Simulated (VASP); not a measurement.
A run of VASP 6.6.1:

The input POSCAR:

```
Li2S
1.0
    0.0000000000      2.8526849131      2.8526849131
    2.8526849131      0.0000000000      2.8526849131
    2.8526849131      2.8526849131      0.0000000000
Li S
2 1
Direct
    0.7500000000      0.7500000000      0.7500000000
    0.2500000000      0.2500000000      0.2500000000
    0.0000000000      0.0000000000      0.0000000000
```

Contents of INCAR.step1:

```
SYSTEM = Li2S
PREC = Accurate ; ENCUT = 520
ISMEAR = 0 ; SIGMA = 0.02
LREAL = .FALSE. ; LASPH = .TRUE.
NELM = 100 ; NBANDS = 13
GGA = PE ; ALGO = Normal
EDIFF = 1E-4 ; LWAVE = .TRUE.
LCHARG = .FALSE.
```

Contents of INCAR.step2:

```
SYSTEM = Li2S
PREC = Accurate ; ENCUT = 520
EDIFF = 1E-6 ; ISMEAR = 0
SIGMA = 0.02 ; LREAL = .FALSE.
LASPH = .TRUE. ; NELM = 100
ALGO = Normal ; ISIF = 2
LWAVE = .FALSE. ; LCHARG = .FALSE.
METAGGA = R2SCAN ; LMIXTAU = .TRUE.
NBANDS = 13 ; ISTART = 1
```

Contents of KPOINTS:

```
regular mesh
0
G
  8 8 8
  0 0 0
```

Potentials or basis: VASP PAW PBE potentials, release 64 (Li_sv, S).

Launch:

```sh
$ cat potpaw_PBE.64/Li_sv/POTCAR potpaw_PBE.64/S/POTCAR > POTCAR
$ cp INCAR.step1 INCAR
$ mpirun -np 1 vasp_std > vasp.out
$ cp INCAR.step2 INCAR
$ mpirun -np 1 vasp_std > vasp.out
```

Hardware: 1 thread of Intel(R) Xeon(R) Platinum 8559C (Emerald Rapids), on a shared host.

How long does it take, and how much memory?

Run time: 54 s on 1 thread of Intel(R) Xeon(R) Platinum 8559C (Emerald Rapids), on a shared host, peak memory 0.17 GiB. Counts: scf iterations 12, k points 29.
